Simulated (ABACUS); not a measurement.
# W (Im-3m) in ABACUS: equation of state

Aim: energy against volume of W in PBEsol, for its equilibrium volume and stiffness.

Program: ABACUS 3.10.1. These are calculated values, not measurements. Logs are shortened: lines on timing, memory, paths and dates and some standing lists are left out, and cuts for length are marked.

### 1 The crystal as given

It takes space group Im-3m (No. 229, cubic). Conventional cell: a = 3.165 Å, b = 3.165 Å, c = 3.165 Å, α = 90.00°, β = 90.00°, γ = 90.00°. W (site symmetry m-3m) has 8 W at 2.74 Å as nearest neighbours.

### 2 Equation of state, PBEsol, 14.90 Å³/atom (volume scaled by 0.94)

INPUT reads:

```
INPUT_PARAMETERS
suffix              W
calculation         scf
basis_type          pw
pseudo_dir          ./
symmetry            1
dft_functional      pbesol
ecutwfc             74
pseudo_rcut         7
nspin               1
nbands              11
ks_solver           dav
smearing_method     fd
smearing_sigma      0.00367493
scf_thr             1e-08
scf_nmax            100
mixing_type         broyden
mixing_beta         0.7
cal_force           1
cal_stress          1
kpar                4
```

STRU reads:

```
ATOMIC_SPECIES
W 183.8400 W.upf

LATTICE_CONSTANT
1.8897261246

LATTICE_VECTORS
-1.5500431812 1.5500431812 1.5500431812
1.5500431812 -1.5500431812 1.5500431812
1.5500431812 1.5500431812 -1.5500431812

ATOMIC_POSITIONS
Direct

W
0.0
1
0.0000000000 0.0000000000 0.0000000000 1 1 1
```

KPT reads:

```
K_POINTS
0
Gamma
12 12 12 0 0 0
```

Potentials or basis: PseudoDojo NC SR 0.4.1 PBEsol standard, plane waves.

Command:

```
$ OMP_NUM_THREADS=1 mpirun -np 4 abacus > log
```

running log:

```text
ABACUS v3.10.1

               Atomic-orbital Based Ab-initio Computation at UStc

 ------------------------------------------------------------------------------------

 READING GENERAL INFORMATION
                           global_out_dir = OUT.W/
                           global_in_card = INPUT
                               pseudo_dir = ./
                              orbital_dir =
                                    DSIZE = 4
                                    GSIZE = 1

 READING UNITCELL INFORMATION
                                    ntype = 1
                  lattice constant (Bohr) = 1.88973
              lattice constant (Angstrom) = 1

 READING ATOM TYPE 1
                               atom label = W
                      L=0, number of zeta = 1
                      L=1, number of zeta = 1
                      L=2, number of zeta = 1
             number of atom for this type = 1

                        TOTAL ATOM NUMBER = 1
DIRECT COORDINATES
    atom                   x                   y                   z     mag                  vx                  vy                  vz
taud_W1            0.0000000000        0.0000000000        0.0000000000  0.0000        0.0000000000        0.0000000000        0.0000000000

                          Volume (Bohr^3) = 100.528
                             Volume (A^3) = 14.8967

 Lattice vectors: (Cartesian coordinate: in unit of a_0)
             -1.55004            +1.55004            +1.55004
             +1.55004            -1.55004            +1.55004
             +1.55004            +1.55004            -1.55004
 Reciprocal vectors: (Cartesian coordinate: in unit of 2 pi/a_0)
                   +0           +0.322572           +0.322572
            +0.322572                  +0           +0.322572
            +0.322572           +0.322572                  +0
 The esolver type has been set to : ksdft_pw

                PAO radial cut off (Bohr) = 7

 Read in pseudopotential file is W.upf
                     pseudopotential type = NC
          exchange-correlation functional = PBESOL
                 nonlocal core correction = 1
                        valence electrons = 14
                                     lmax = 3
                           number of zeta = 4
                     number of projectors = 8
                           L of projector = 0
                           L of projector = 0
                           L of projector = 1
                           L of projector = 1
                           L of projector = 2
                           L of projector = 2
                           L of projector = 3
                           L of projector = 3
     initial pseudo atomic orbital number = 10

 SETUP THE ELECTRONS NUMBER
             electron number of element W = 14
       total electron number of element W = 14
            AUTOSET number of electrons:  = 14
                           occupied bands = 7
                                   NBANDS = 11
                                   NLOCAL = 9

%%%%%%%%%%%%%%%%%%%%%%%%%%%%%%%%%%%%%%%%%%%%%%%%%%%%%%%%%%%%%%%%%%%%%%%%%%%%%%%%%%%%%%%%%%%%%%%%%%%%%%%%%%
 Warning: the number of valence electrons in pseudopotential > 6 for W: [Xe] 4f14 5d4 6s2
 Pseudopotentials with additional electrons can yield (more) accurate outcomes, but may be less efficient.
 If you're confident that your chosen pseudopotential is appropriate, you can safely ignore this warning.
%%%%%%%%%%%%%%%%%%%%%%%%%%%%%%%%%%%%%%%%%%%%%%%%%%%%%%%%%%%%%%%%%%%%%%%%%%%%%%%%%%%%%%%%%%%%%%%%%%%%%%%%%%

 SETUP THE PLANE WAVE BASIS
 energy cutoff for charge/potential (unit:Ry) = 296
            fft grid for charge/potential = [ 27, 27, 27 ]
                        fft grid division = [ 1, 1, 1 ]
        big fft grid for charge/potential = [ 27, 27, 27 ]
                                     nbxx = 19683
                                     nrxx = 19683

 SETUP PLANE WAVES FOR CHARGE/POTENTIAL
                    number of plane waves = 8589
                         number of sticks = 563

 PARALLEL PW FOR CHARGE/POTENTIAL
     PROC   COLUMNS(POT)             PW
        1            563           8589
 --------------- sum -------------------
        1            563           8589
                            number of |g| = 119
                                  max |g| = 26.6374
                                  min |g| = 0

----------- Double Check Mixing Parameters Begin ------------
mixing_type: broyden
mixing_beta: 0.7
mixing_gg0: 1
mixing_gg0_min: 0.1
mixing_ndim: 8
----------- Double Check Mixing Parameters End ------------

 LATTICE VECTORS: (CARTESIAN COORDINATE: IN UNIT OF A0)
             -1.55004            +1.55004            +1.55004
             +1.55004            -1.55004            +1.55004
             +1.55004            +1.55004            -1.55004
                       right hand lattice = 1
                                   NORM_A = 2.68475
                                   NORM_B = 2.68475
                                   NORM_C = 2.68475
                           ALPHA (DEGREE) = 109.471
                           BETA  (DEGREE) = 109.471
                           GAMMA (DEGREE) = 109.471

 The lattice vectors have been changed (STRU_SIMPLE.cif)

(for optimal symmetric configuration:)
                             BRAVAIS TYPE = 2
                     BRAVAIS LATTICE NAME = 02. Cubic I (body-centered)
                                    ibrav = 2
                                    IBRAV = 2
                                  BRAVAIS = BODY CENTERED CUBIC
                       LATTICE CONSTANT A = 3.10009
Original cell was already a primitive cell.
                        ROTATION MATRICES = 48
              PURE POINT GROUP OPERATIONS = 48
                   SPACE GROUP OPERATIONS = 48
                              POINT GROUP = O_h
               POINT GROUP IN SPACE GROUP = O_h

 SETUP K-POINTS
                                    nspin = 1
                   Input type of k points = Monkhorst-Pack(Gamma)
                                   nkstot = 1728
                       right hand lattice = 1
(for reciprocal lattice: )
                             BRAVAIS TYPE = 3
                     BRAVAIS LATTICE NAME = 03. Cubic F (face-centered)
                                    ibrav = 3
                       right hand lattice = 1
(for k-lattice: )
                             BRAVAIS TYPE = 3
                     BRAVAIS LATTICE NAME = 03. Cubic F (face-centered)
                                    ibrav = 3
                       right hand lattice = 1
                        ROTATION MATRICES = 48
                               nkstot_ibz = 72
K-POINTS REDUCTION ACCORDING TO SYMMETRY
     IBZ    DIRECT_X    DIRECT_Y    DIRECT_Z  WEIGHT  ibz2bz
       1  0.00000000  0.00000000  0.00000000  0.0006       0
       2 -0.08333333  0.08333333  0.00000000  0.0069       1
       3 -0.16666667  0.16666667  0.00000000  0.0069       2
       4 -0.25000000  0.25000000  0.00000000  0.0069       3
       5 -0.33333333  0.33333333  0.00000000  0.0069       4
       6 -0.41666667  0.41666667  0.00000000  0.0069       5
[... 22 lines left out ...]
      29 -0.16666667  0.16666667  0.08333333  0.0139     178
      30  0.41666667  0.25000000  0.25000000  0.0139     183
[... 42 further k points ...]

                               nkstot now = 72
[... K-POINTS DIRECT COORDINATES: 72 rows ...]

           k-point number in this process = 18
       minimum distributed K point number = 18
[... stars of the k points ...]

[... K-POINTS CARTESIAN COORDINATES: 18 rows ...]

[... K-POINTS DIRECT COORDINATES: 18 rows ...]

 SETUP PLANE WAVES FOR WAVE FUNCTIONS
     energy cutoff for wavefunc (unit:Ry) = 74
              fft grid for wave functions = [ 27, 27, 27 ]
                    number of plane waves = 1601
                         number of sticks = 181

 PARALLEL PW FOR WAVE FUNCTIONS
     PROC   COLUMNS(POT)             PW
        1            181           1601
 --------------- sum -------------------
        1            181           1601

 SETUP NONLOCAL PSEUDOPOTENTIALS IN PLANE WAVE BASIS
 W non-local projectors:
 projector 1 L=0
 projector 2 L=0
 projector 3 L=1
 projector 4 L=1
 projector 5 L=2
 projector 6 L=2
 projector 7 L=3
 projector 8 L=3
      TOTAL NUMBER OF NONLOCAL PROJECTORS = 32

 Init Non-Local PseudoPotential table :
 Init Non-Local-Pseudopotential done.

                                     npwx = 1084

 Make real space PAO into reciprocal space.
       max mesh points in Pseudopotential = 701
     dq(describe PAO in reciprocal space) = 0.01
                                    max q = 1037

 number of pseudo atomic orbitals for W is 4
WARNING: norm of atomic wavefunction # 3 of atomic type W is 0.999353, renormalized
WARNING: norm of atomic wavefunction # 4 of atomic type W is 0.996494, renormalized

 -------------------------------------------
 SELF-CONSISTENT
 -------------------------------------------
                                 init_chg = atomic

 PW ALGORITHM --------------- ION=   1  ELEC=   1--------------------------------
 Notice: Threshold on eigenvalues was too large.
 hsover_error=0.14 > DRHO=0.0347181
 Origin diag ethr = 0.01
 New diag ethr = 0.000247986

 Density error is 0.0372979868183
                          Error Threshold = 0.000247986176491
----------------------------------------------------------
     Energy           Rydberg                 eV
----------------------------------------------------------
 E_KohnSham     -151.6537096525      -2063.3545741121
 E_Harris       -152.7238918354      -2077.9151496966
 E_Fermi        1.7860378922         24.3002921784
----------------------------------------------------------
[... 51 lines left out ...]
 Density error is 3.52831173756e-09
                          Error Threshold = 1.83538908905e-10
----------------------------------------------------------
     Energy           Rydberg                 eV
----------------------------------------------------------
 E_KohnSham     -151.6597162292      -2063.4362977797
 E_KS(sigma->0) -151.6595258989      -2063.4337082035
 E_Harris       -151.6594106994      -2063.4321408337
 E_band         -4.6235900492        -62.9071698855
 E_one_elec     -12.0393620153       -163.8039236922
 E_Hartree      15.1809832603        206.5478735832
 E_xc           -33.0441282671       -449.5884298760
 E_Ewald        -121.7568285466      -1656.5866386423
 E_entropy(-TS) -0.0003806605        -0.0051791524
 E_descf        0.0000000000         0.0000000000
 E_exx          0.0000000000         0.0000000000
 E_Fermi        1.7624683337         23.9796118830
----------------------------------------------------------

 charge density convergence is achieved
 final etot is -2063.4362978 eV
 EFERMI = 23.979611883 eV

 STATE ENERGY(eV) AND OCCUPATIONS    NSPIN == 1
 1/18 kpoint (Cartesian) = 0.0000 0.0000 0.0000 (1061 pws)
       1       -50.0788     0.00115741
       2       -13.5302     0.00115741
       3       -13.5302     0.00115741
       4       -13.5302     0.00115741
       5        14.0032     0.00115741
       6        22.6477     0.00115741
       7        22.6477     0.00115741
       8        22.6477     0.00115741
       9        26.3709    1.96309e-24
      10        26.3709    1.96309e-24
      11        38.6406        0.00000
[... 53 lines left out ...]
 6/18 kpoint (Cartesian) = 0.13440 -0.13440 0.0000 (1080 pws)
       1       -49.9137      0.0138889
       2       -15.0160      0.0138889
       3       -14.0060      0.0138889
       4       -13.5415      0.0138889
       5        17.3478      0.0138889
       6        20.2462      0.0138889
       7        23.9592     0.00834125
       8        26.4242    8.11895e-24
       9        27.2187    1.02019e-30
      10        29.7505    1.04099e-52
      11        36.1718        0.00000

[... levels at 12 further k points ...]

------------------------------------------------------------------------------------------
 TOTAL-FORCE (eV/Angstrom)
------------------------------------------------------------------------------------------
                        W1         0.0000000000         0.0000000000         0.0000000000
------------------------------------------------------------------------------------------

----------------------------------------------------------------
 TOTAL-STRESS (KBAR)
----------------------------------------------------------------
       185.6828656350         0.0000000000         0.0000000000
         0.0000000000       185.6828656350        -0.0000000000
        -0.0000000000        -0.0000000000       185.6828656350
----------------------------------------------------------------
 TOTAL-PRESSURE: 185.682866 KBAR

 --------------------------------------------
 !FINAL_ETOT_IS -2063.4362977796845371 eV
 --------------------------------------------
```

Wall time 2.2 s (4 MPI ranks of Intel Xeon 6975P-C (Granite Rapids), shared host); peak memory 0.2 GiB.

What came out:

| Quantity | Value |
| --- | --- |
| Free energy | -2063.4363 eV |
| Pressure | 18.6 GPa |
| Band gap on the k mesh | none (metal or under the smearing width) |

(Continued in part 2 of 2.)
